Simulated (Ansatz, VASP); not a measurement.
# Two plane-wave programs on ZrC

File POSCAR:

```
ZrC
1.0
    0.0000000000      2.3224901248      2.3224901248
    2.3224901248      0.0000000000      2.3224901248
    2.3224901248      2.3224901248      0.0000000000
Zr C
1 1
Direct
    0.0000000000      0.0000000000      0.0000000000
    0.5000000000      0.5000000000      0.5000000000
```

INCAR.step1

```
SYSTEM = ZrC
ALGO     = Normal         ! electronic algorithm
EDIFF    = 1E-4           ! SCF threshold, eV
ENCUT    = 520            ! plane-wave cutoff, eV
GGA      = PE             ! functional
ISMEAR   = -1             ! smearing method
LASPH    = .TRUE.         ! aspherical terms in the spheres
LCHARG   = .FALSE.        ! write CHGCAR
LREAL    = .FALSE.        ! projectors in reciprocal space
LWAVE    = .TRUE.         ! write WAVECAR
NBANDS   = 15             ! bands
NELM     = 60             ! most SCF steps
PREC     = Accurate       ! precision mode
SIGMA    = 0.05           ! smearing width, eV
```

Contents of INCAR.step2:

```
SYSTEM = ZrC
ALGO     = Normal         ! electronic algorithm
EDIFF    = 1E-8           ! SCF threshold, eV
ENCUT    = 520            ! plane-wave cutoff, eV
ISIF     = 2              ! what is computed and relaxed
ISMEAR   = -1             ! smearing method
ISTART   = 1            
LASPH    = .TRUE.         ! aspherical terms in the spheres
LCHARG   = .FALSE.        ! write CHGCAR
LEFG     = .TRUE.       
LMIXTAU  = .TRUE.       
LREAL    = .FALSE.        ! projectors in reciprocal space
LWAVE    = .FALSE.        ! write WAVECAR
METAGGA  = R2SCAN         ! meta-GGA
NBANDS   = 15             ! bands
NELM     = 60             ! most SCF steps
PREC     = Accurate       ! precision mode
SIGMA    = 0.05           ! smearing width, eV
```

The input KPOINTS:

```
k-points
0
G
  14 14 14
  0 0 0
```

Input for Ansatz:

```yaml
crystal:
  lattice:
    - [0.0, 2.3224901248, 2.3224901248]
    - [2.3224901248, 0.0, 2.3224901248]
    - [2.3224901248, 2.3224901248, 0.0]
  atoms:
    - { symbol: Zr, position: [0.0, 0.0, 0.0] }
    - { symbol: C, position: [0.5, 0.5, 0.5] }
kpoints:
  mp_grid: { grid: [14, 14, 14] }
scf:
  occupations: { method: fermi_dirac, width: 0.05 }
hamiltonian:
  xc: r2scan
  pseudopotentials: { kind: paw }
output:
  forces: true
  stress: true
  eigenvalues: true
  efg: { contact_densities: true }
```

Change from the starting cell: functional r2scan, volume scaled by 0.96, PAW files.

Alike in both runs: task electric field gradients; functional r2SCAN; k mesh 14 × 14 × 14; occupations fermi-dirac, width 0.05 eV; no spin polarisation.

```csv
,VASP,Ansatz
version,VASP 6.6.1,Ansatz 0.2.0
potentials or method,"VASP PAW PBE potentials, release 64 (Zr_sv, C)","PAW with Ansatz's default frozen-core files, scalar-relativistic"
plane-wave cutoff (eV),520,500
valence electrons in the cell,16,16
```

|  | VASP | Ansatz | Ansatz less VASP |
| --- | --- | --- | --- |
| pressure (GPa) | 10.9 | 10.7 | -0.26 |
| Vzz of the field gradient on the site that differs most (V/Å²) | 0.0 | 0.0 | 0.00 |

Ansatz warned: «gradients_without_spin_orbit».

Caveats: the PAW data sets were made with another functional, which shifts forces and pressure a little (VASP).
